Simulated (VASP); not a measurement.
# BN (F-43m) in VASP: further runs, part 2 of 2

VASP 6.6.1. The steps go on from the part before.

### 3 G0W0 quasiparticle levels, PBE

Contents of POSCAR:

```
BN
1.0
    0.0000000000      1.8130010000      1.8130010000
    1.8130010000      0.0000000000      1.8130010000
    1.8130010000      1.8130010000      0.0000000000
N B
1 1
Direct
    0.2500000000      0.2500000000      0.2500000000
    0.0000000000      0.0000000000      0.0000000000
```

Contents of INCAR.step1:

```
PREC = Accurate
ENCUT = 450
EDIFF = 1E-8
ISMEAR = 0
SIGMA = 0.01
LREAL = False
LASPH = True
NELM = 80
ALGO = Fast
LWAVE = True
LCHARG = False
GGA = PE
```

Contents of INCAR.step2:

```
PREC = Accurate
ENCUT = 450
EDIFF = 1E-8
ISMEAR = 0
SIGMA = 0.01
LREAL = False
LASPH = True
NELM = 1
ALGO = Exact
LWAVE = True
LCHARG = False
GGA = PE
NBANDS = 20
LOPTICS = True
ISTART = 1
```

Contents of INCAR.step3:

```
PREC = Accurate
ENCUT = 450
EDIFF = 1E-8
ISMEAR = 0
SIGMA = 0.01
LREAL = False
LASPH = True
ALGO = EVGW0
LWAVE = False
LCHARG = False
GGA = PE
NELMGW = 1
NBANDS = 20
ENCUTGW = 180
NOMEGA = 50
PRECFOCK = Fast
ISTART = 1
NBANDSGW = 12
```

Contents of KPOINTS:

```
Automatic mesh
0
Gamma
  6 6 6
```

Potentials or basis: VASP PAW PBE potentials, release 64 (N_GW, B_GW).

Command:

```bash
$ cat potpaw_PBE.64/N_GW/POTCAR potpaw_PBE.64/B_GW/POTCAR > POTCAR
$ cp INCAR.step1 INCAR
$ mpirun -np 1 vasp_std > vasp.out
$ cp INCAR.step2 INCAR
$ mpirun -np 1 vasp_std > vasp.out
$ cp INCAR.step3 INCAR
$ mpirun -np 1 vasp_std > vasp.out
```

OUTCAR:

```text
PREC = Accurate
   ENCUT = 450
   EDIFF = 1E-8
   ISMEAR = 0
   LREAL = False
   LASPH = True
   GGA = PE
   NELMGW = 1
   ENCUTGW = 180
   PRECFOCK = Fast
   ISTART = 1

 ion  position               nearest neighbor table
   1  0.250  0.250  0.250-   2 1.57   2 1.57   2 1.57   2 1.57
   2  0.000  0.000  0.000-   1 1.57   1 1.57   1 1.57   1 1.57

  LATTYP: Found a face centered cubic cell.
 ALAT       =     3.6260020000

  Lattice vectors:

 A1 = (   0.0000000000,   1.8130010000,   1.8130010000)
 A2 = (   1.8130010000,   0.0000000000,   1.8130010000)
 A3 = (   1.8130010000,   1.8130010000,   0.0000000000)

Analysis of symmetry for initial positions (statically):
=====================================================================
 Subroutine PRICEL returns:
 Original cell was already a primitive cell.

 Routine SETGRP: Setting up the symmetry group for a
 face centered cubic supercell.

 Subroutine GETGRP returns: Found 24 space group operations
 (whereof 24 operations were pure point group operations)
 out of a pool of 48 trial point group operations.

The static configuration has the point symmetry T_d .

Analysis of symmetry for dynamics (positions and initial velocities):
=====================================================================
 Subroutine PRICEL returns:
 Original cell was already a primitive cell.

 Routine SETGRP: Setting up the symmetry group for a
 face centered cubic supercell.

 Subroutine GETGRP returns: Found 24 space group operations
 (whereof 24 operations were pure point group operations)
 out of a pool of 48 trial point group operations.

The dynamic configuration has the point symmetry T_d .

 Subroutine INISYM returns: Found 24 space group operations
 (whereof 24 operations are pure point group operations),
 and found     1 'primitive' translations

----------------------------------------------------------------------------------------

                                     Primitive cell

  volume of cell :      11.9186

  direct lattice vectors                    reciprocal lattice vectors
     0.000000000  1.813001000  1.813001000    -0.275785838  0.275785838  0.275785838
     1.813001000  0.000000000  1.813001000     0.275785838 -0.275785838  0.275785838
     1.813001000  1.813001000  0.000000000     0.275785838  0.275785838 -0.275785838

  length of vectors
     2.563970603  2.563970603  2.563970603     0.477675083  0.477675083  0.477675083

  position of ions in fractional coordinates (direct lattice)
     0.250000000  0.250000000  0.250000000
     0.000000000  0.000000000  0.000000000

  ion indices of the primitive-cell ions
   primitive index   ion index
                 1           1
                 2           2

----------------------------------------------------------------------------------------

 KPOINTS: Automatic mesh

Automatic generation of k-mesh.
 Grid dimensions read from file:
 generate k-points for:    6    6    6

 Generating k-lattice:

  Cartesian coordinates                     Fractional coordinates (reciprocal lattice)
    -0.045964306  0.045964306  0.045964306     0.166666667  0.000000000  0.000000000
     0.045964306 -0.045964306  0.045964306     0.000000000  0.166666667  0.000000000
     0.045964306  0.045964306 -0.045964306     0.000000000  0.000000000  0.166666667

  Length of vectors
     0.079612514  0.079612514  0.079612514

  Shift w.r.t. Gamma in fractional coordinates (k-lattice)
     0.000000000  0.000000000  0.000000000

 Subroutine IBZKPT returns following result:
 ===========================================

 Found     16 irreducible k-points:

 Following reciprocal coordinates:
            Coordinates               Weight
  0.000000  0.000000  0.000000      1.000000
  0.166667  0.000000  0.000000      8.000000
  0.333333  0.000000  0.000000      8.000000
  0.500000  0.000000  0.000000      4.000000
  0.166667  0.166667  0.000000      6.000000
  0.333333  0.166667  0.000000     24.000000
[... 8 lines left out ...]
 -0.333333  0.333333  0.166667     24.000000
 -0.333333  0.500000  0.166667     12.000000
   k-points           NKPTS =     16   k-points in BZ     NKDIM =    216   number of bands    NBANDS=     20
   number of dos      NEDOS =    301   number of ions     NIONS =      2
   total plane-waves  NPLWV =   5832
   dimension x,y,z NGX =    18 NGY =   18 NGZ =   18
   dimension x,y,z NGXF=    36 NGYF=   36 NGZF=   36
   ions per type =               1   1
   NGX,Y,Z   is equivalent  to a cutoff of  11.67, 11.67, 11.67 a.u.
   NGXF,Y,Z  is equivalent  to a cutoff of  23.34, 23.34, 23.34 a.u.
 SYSTEM =  unknown system
   PREC   = accura    normal or accurate (medium, high low for compatibility)
   ISTART =      1    job   : 0-new  1-cont  2-samecut
   ICHARG =      0    charge: 1-file 2-atom 10-const
   ISPIN  =      1    spin polarized calculation?
   LNONCOLLINEAR =      F non collinear calculations
   LSORBIT =      F    spin-orbit coupling
   LASPH  =      T    aspherical Exc in radial PAW
   ENCUT  =  450.0 eV  33.07 Ry    5.75 a.u.   4.43  4.43  4.43*2*pi/ulx,y,z
   NELM   =     60;   NELMIN=  2; NELMDL=  0     # of ELM steps
   EDIFF  = 0.1E-07   stopping-criterion for ELM
   LREAL  =      F    real-space projection
   EDIFFG = 0.1E-06   stopping-criterion for IOM
   NSW    =      0    number of steps for IOM
   IBRION =     -1    ionic relax: 0-MD 1-quasi-New 2-CG
   NFREE  =      0    steps in history (QN), initial steepest desc. (CG)
   ISIF   =      0    stress and relaxation
   ISYM   =      3    0-nonsym 1-usesym 2-fastsym
   POTIM  = 0.5000    time-step for ionic-motion
   TEBEG  =    0.0;   TEEND  =   0.0 temperature during run
   PSTRESS=    0.0 pullay stress
   NELECT =       8.0000    total number of electrons
   NUPDOWN=      -1.0000    fix difference up-down
   EMIN   =  10.00;   EMAX   =-10.00  energy-range for DOS
   EFERMI =   0.00;   METHOD = LEGACY
   ISMEAR =     0;   SIGMA  =   0.01  broadening in eV -4-tet -1-fermi 0-gaus
   EFERMI_NEDOS =   21; number of points for ismear=-14 and -15
   IALGO  =     38    algorithm
   IMIX   =      4    mixing-type and parameters
     AMIX     =   0.40;   BMIX     =  1.00
     AMIX_MAG =   1.60;   BMIX_MAG =  1.00
  volume/ion in A,a.u.               =       5.96        40.22
  Fermi-wavevector in a.u.,A,eV,Ry     =   1.433387  2.708709 27.954506  2.054598
  Thomas-Fermi vector in A             =   2.552911
   LORBIT       =      0    0 simple, 1 ext, 2 COOP (PROOUT), +10 PAW based schemes
   GGA     = PE    functional components
   LHFCALC =     T    Hartree Fock is set to
   PRECFOCK=fast      Normal, Fast or Accurate (Low or Medium for compatibility)
   ENCUT4O =  -1.0   cutoff for four orbital integrals eV
   NKREDX  =     1    reduce k-point grid by
   NKREDY  =     1    reduce k-point grid by
   NKREDZ  =     1    reduce k-point grid by
   AEXX    =    1.0000 exact exchange contribution
   HFSCREEN=    0.0000 screening length (either q_TF or 0.3 A-1)
   HFSCREENC=   0.0000 screening length for correlation (either q_TF or 0.3 A-1)
   ENCUTFOCK=  -1.0 apply spherical cutoff to Coloumb kernel
   IVDW    =     0    specifies the selected vdW correction
   LEPSILON=     F    determine dielectric tensor
   LRPA    =     F    only Hartree local field effects (RPA)
   LRPAFORCE           =     F    calculate RPA forces
   ENCUTGW             = 180.0    cutoff for response function in eV
   ENCUTGWSOFT         = 144.0    soft cutoff for Coulomb kernel in GW response function in eV
   ENCUTLF             =  -1.0    cutoff for local field effects
   NELMGW              =     1    number of iterations in solving QP/BSE equation
   NELMHF              =     1    number of iterations in the inner HF iteration
   NKREDLFX            =     1    NKREDLFY  =   1   NKREDLFZ  =   1
 non-spin polarized calculation
 Gauss-broadening in eV      SIGMA  =   0.01
  energy-cutoff  :      450.00
  volume of cell :       11.92
 maximum number of plane-waves:       269
 NGX is ok and might be reduce to    18
  NGX = 12; NGY = 12; NGZ = 12
   NGX =  9   NGY =  9   NGZ =  9
 maximum number of plane-waves:        72

 QP shifts <psi_nk| G(iteration)W_0 |psi_nk>: iteration 1
 for sc-GW calculations column KS-energies equals QP-energies in previous step
 and V_xc(KS)=  KS-energies - (<T + V_ion + V_H > + <T+V_H+V_ion>^1  + <V_x>^1)

 k-point   1 :       0.0000    0.0000    0.0000
  band No.  KS-energies  QP-energies   sigma(KS)   V_xc(KS)     V^pw_x(r,r')   Z            occupation Imag(sigma)

      1     -12.7787     -14.4739     -17.6350     -15.4678     -26.4529       0.7822       2.0000       1.5913
      2       7.3541       7.0227     -18.6573     -18.2564     -21.8528       0.8267       2.0000       0.0874
      3       7.3541       7.0227     -18.6573     -18.2564     -21.8528       0.8267       2.0000       0.0874
      4       7.3541       7.0227     -18.6573     -18.2564     -21.8528       0.8267       2.0000       0.0874
      5      16.1278      17.9967     -11.5122     -13.7513      -6.9797       0.8347       0.0000      -0.1017
      6      16.1278      17.9967     -11.5122     -13.7513      -6.9797       0.8347       0.0000      -0.1017
      7      16.1278      17.9967     -11.5122     -13.7513      -6.9797       0.8347       0.0000      -0.1017
      8      17.5468      19.1838     -13.4061     -15.4146      -8.3992       0.8151       0.0000      -0.1294
      9      31.9263      33.0007     -10.0514     -11.4017      -3.2986       0.7956       0.0000      -0.6008
     10      35.0206      37.1185     -10.7905     -13.2713      -5.4228       0.8456       0.0000      -0.5833
     11      35.0206      37.1185     -10.7905     -13.2713      -5.4228       0.8456       0.0000      -0.5833
     12      35.6187      36.9683      -9.4309     -11.0426      -3.0285       0.8374       0.0000      -0.9276
[... 228 lines left out ...]
      1      -7.0287      -8.2293     -19.0548     -17.4539     -26.8636       0.7500       2.0000       0.7587
      2      -0.7890      -2.0523     -17.0314     -15.4180     -22.0381       0.7830       2.0000       0.2036
      3       1.2127       0.1912     -17.0415     -15.7634     -21.3792       0.7992       2.0000       0.1519
      4       1.2588       0.2899     -16.5007     -15.2947     -20.5832       0.8034       2.0000       0.1446
      5      15.0918      16.5751     -12.0757     -13.8503      -7.8094       0.8358       0.0000      -0.0977
      6      19.2947      20.9744     -11.5442     -13.5678      -6.6795       0.8301       0.0000      -0.1231
      7      22.3234      24.4576     -12.4846     -15.1749      -6.4342       0.7933       0.0000      -0.2135
      8      24.0199      26.2749     -12.6751     -15.5480      -6.4633       0.7849       0.0000      -0.2424
      9      26.8020      28.9824     -13.3566     -16.1638      -6.8105       0.7767       0.0000      -0.3362
     10      33.0797      35.2530     -11.1412     -13.8481      -4.1997       0.8029       0.0000      -0.7652
     11      37.4123      39.2392     -10.6109     -12.8062      -4.1695       0.8322       0.0000      -0.9911
     12      40.5251      42.7131     -10.2459     -12.8837      -3.8335       0.8295       0.0000      -1.0808
```

It took 28 s on 1 thread of AMD EPYC 9R45 (Zen 5), shared host; peak memory 0.12 GiB.

What came out:

* Band gap on the k mesh, mean-field level: 4.45 eV, indirect (least direct gap 8.77 eV)
* Quasiparticle gap: 5.92 eV
* Least direct quasiparticle gap: 10.97 eV

Caveat: the k mesh is coarse (spacing up to 0.50 Å⁻¹), so the values aren't converged; bands, screening cutoff and mesh are small and nothing is extrapolated, so the quasiparticle values aren't converged. A k mesh can miss the band edges.

### 4 G0W0 quasiparticle levels, LDA

POSCAR is that of step 3.

Edit INCAR.step1 of step 3 so:

```diff
@@ -11,2 +11 @@
 LCHARG = False
-GGA = PE
```

Edit INCAR.step2 of step 3 so:

```diff
@@ -11,4 +11,3 @@
 LCHARG = False
-GGA = PE
-NBANDS = 20
+NBANDS = 39
 LOPTICS = True
```

Edit INCAR.step3 of step 3 so:

```diff
@@ -10,6 +10,5 @@
 LCHARG = False
-GGA = PE
 NELMGW = 1
-NBANDS = 20
-ENCUTGW = 180
+NBANDS = 39
+ENCUTGW = 120
 NOMEGA = 50
```

KPOINTS is that of step 3.

Potentials or basis: VASP PAW LDA potentials, release 64 (N_GW, B_GW).

Command:

```bash
$ cat potpaw_LDA.64/N_GW/POTCAR potpaw_LDA.64/B_GW/POTCAR > POTCAR
$ cp INCAR.step1 INCAR
$ mpirun -np 1 vasp_std > vasp.out
$ cp INCAR.step2 INCAR
$ mpirun -np 1 vasp_std > vasp.out
$ cp INCAR.step3 INCAR
$ mpirun -np 1 vasp_std > vasp.out
```

OUTCAR:

```text
PREC = Accurate
   ENCUT = 450
   EDIFF = 1E-8
   ISMEAR = 0
   LREAL = False
   LASPH = True
   NELMGW = 1
   ENCUTGW = 120
   PRECFOCK = Fast
   ISTART = 1

 ion  position               nearest neighbor table
   1  0.250  0.250  0.250-   2 1.57   2 1.57   2 1.57   2 1.57
   2  0.000  0.000  0.000-   1 1.57   1 1.57   1 1.57   1 1.57

  LATTYP: Found a face centered cubic cell.
 ALAT       =     3.6260020000

  Lattice vectors:

 A1 = (   0.0000000000,   1.8130010000,   1.8130010000)
 A2 = (   1.8130010000,   0.0000000000,   1.8130010000)
 A3 = (   1.8130010000,   1.8130010000,   0.0000000000)

Analysis of symmetry for initial positions (statically):
=====================================================================
 Subroutine PRICEL returns:
 Original cell was already a primitive cell.

[... 156 lines left out ...]
   NELMHF              =     1    number of iterations in the inner HF iteration
   NKREDLFX            =     1    NKREDLFY  =   1   NKREDLFZ  =   1
 non-spin polarized calculation
 Gauss-broadening in eV      SIGMA  =   0.01
  energy-cutoff  :      450.00
  volume of cell :       11.92
 maximum number of plane-waves:       269
 NGX is ok and might be reduce to    18
  NGX = 12; NGY = 12; NGZ = 12
   NGX =  9   NGY =  9   NGZ =  9
 maximum number of plane-waves:        40
 NGX is ok and might be reduce to    12

 QP shifts <psi_nk| G(iteration)W_0 |psi_nk>: iteration 1
 for sc-GW calculations column KS-energies equals QP-energies in previous step
 and V_xc(KS)=  KS-energies - (<T + V_ion + V_H > + <T+V_H+V_ion>^1  + <V_x>^1)

 k-point   1 :       0.0000    0.0000    0.0000
  band No.  KS-energies  QP-energies   sigma(KS)   V_xc(KS)     V^pw_x(r,r')   Z            occupation Imag(sigma)

      1     -12.6103     -14.4200     -17.7390     -15.4085     -26.3115       0.7765       2.0000       1.4405
      2       7.3570       6.9417     -18.8983     -18.3945     -21.7972       0.8242       2.0000       0.0818
      3       7.3570       6.9417     -18.8983     -18.3945     -21.7972       0.8242       2.0000       0.0818
      4       7.3570       6.9417     -18.8983     -18.3945     -21.7972       0.8242       2.0000       0.0818
      5      15.9995      17.7486     -12.0116     -14.1159      -6.9972       0.8312       0.0000      -0.1066
      6      15.9995      17.7486     -12.0116     -14.1159      -6.9972       0.8312       0.0000      -0.1066
      7      15.9995      17.7486     -12.0116     -14.1159      -6.9972       0.8312       0.0000      -0.1066
      8      17.6457      19.0021     -13.8217     -15.4854      -8.3726       0.8153       0.0000      -0.1323
      9      31.6717      32.6225     -10.6915     -11.8936      -3.3156       0.7909       0.0000      -0.5953
     10      35.0419      36.5761     -11.5709     -13.4031      -5.4046       0.8374       0.0000      -0.5815
     11      35.0419      36.5761     -11.5709     -13.4031      -5.4046       0.8374       0.0000      -0.5815
     12      35.3616      36.5173     -10.1452     -11.5359      -3.0430       0.8310       0.0000      -0.9127
[... 228 lines left out ...]
      1      -6.7697      -8.1988     -19.1843     -17.2805     -26.6971       0.7507       2.0000       0.6604
      2      -0.7453      -2.0577     -17.2252     -15.5477     -21.9734       0.7823       2.0000       0.1955
      3       1.1969       0.1548     -17.2660     -15.9598     -21.3606       0.7978       2.0000       0.1458
      4       1.2135       0.2609     -16.6951     -15.5070     -20.5297       0.8018       2.0000       0.1382
      5      14.9671      16.3552     -12.5575     -14.2231      -7.8694       0.8334       0.0000      -0.1020
      6      19.1925      20.6784     -11.9572     -13.7519      -6.5954       0.8279       0.0000      -0.1262
      7      22.1937      24.1625     -13.0361     -15.5275      -6.4506       0.7902       0.0000      -0.2126
      8      23.8598      25.9568     -13.3037     -15.9832      -6.5207       0.7826       0.0000      -0.2406
      9      26.5318      28.6538     -13.9480     -16.6824      -6.8547       0.7761       0.0000      -0.3229
     10      32.7839      34.7689     -11.8296     -14.3245      -4.1859       0.7956       0.0000      -0.7372
     11      37.1911      38.7160     -11.3574     -13.2080      -4.1636       0.8240       0.0000      -0.9693
     12      40.3051      42.0573     -11.1058     -13.2399      -3.7824       0.8211       0.0000      -1.0709
```

Run time: 41 s. Hardware: 1 thread of AMD EPYC 9R45 (Zen 5), shared host; peak memory 0.15 GiB.

Results:

| Item | Value |
| --- | --- |
| Band gap on the k mesh, mean-field level | 4.33 eV, indirect (least direct gap 8.64 eV) |
| Quasiparticle gap | 5.81 eV |
| Least direct quasiparticle gap | 10.81 eV |

Levels at points of the mesh, in eV from the valence-band top:
| k point | band 1 | band 2 | band 3 | band 4 | band 5 | band 6 | band 7 | band 8 |
| --- | --- | --- | --- | --- | --- | --- | --- | --- |
| (0.00, 0.00, 0.00) | -19.97 | 0.00 | 0.00 | 0.00 | 8.64 | 8.64 | 8.64 | 10.29 |
| (0.50, 0.00, 0.00) | -15.73 | -10.63 | -1.93 | -1.93 | 10.09 | 10.52 | 10.52 | 14.93 |
| (0.50, 0.50, 0.00) | -14.36 | -8.82 | -4.88 | -4.88 | 4.33 | 9.10 | 17.57 | 17.57 |

Caveat: the k mesh is coarse (spacing up to 0.50 Å⁻¹), so the values aren't converged; bands, screening cutoff and mesh are small and nothing is extrapolated, so the quasiparticle values aren't converged.
